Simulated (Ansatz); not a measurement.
ZrH2:

```xyz
3
Lattice="0.0000 2.4092 2.4092 2.4092 0.0000 2.4092 2.4092 2.4092 0.0000" Properties=species:S:1:pos:R:3 pbc="T T T"
Zr    0.0000    0.0000    0.0000
H     1.2046    1.2046    1.2046
H     3.6138    3.6138    3.6138
```

The cell is a database's computed one.

Base run:

```yaml
Program: Ansatz 0.2.0
Functional: PBEsol
Potentials_or_basis: Ansatz PAW
Cutoff: "420 eV (not typed: the program's choice for these potentials)"
k_mesh: 10 × 10 × 10
Occupations: fermi-dirac, width 0.05 eV
Spin: no spin polarisation
Hubbard_terms: Zr d U = 4 eV
```

Its results: band gap on the k mesh none (metal or under the smearing width); pressure -1.2 GPa.

The run is repeated on the same cell with these changes: hubbard terms from Zr d U = 4 eV to none; hubbard projectors from ortho-atomic (the default) to none. What comes out?

Band gap on the k mesh none (metal or under the smearing width); pressure -4.6 GPa.

Caveats: the PAW data sets come from PBE, with cores solved anew for the run's functional, which leaves a small shift of forces and pressure; U without spin polarisation on a metal has little footing (some runs); the U is typed as a test and isn't derived for this compound (some runs).
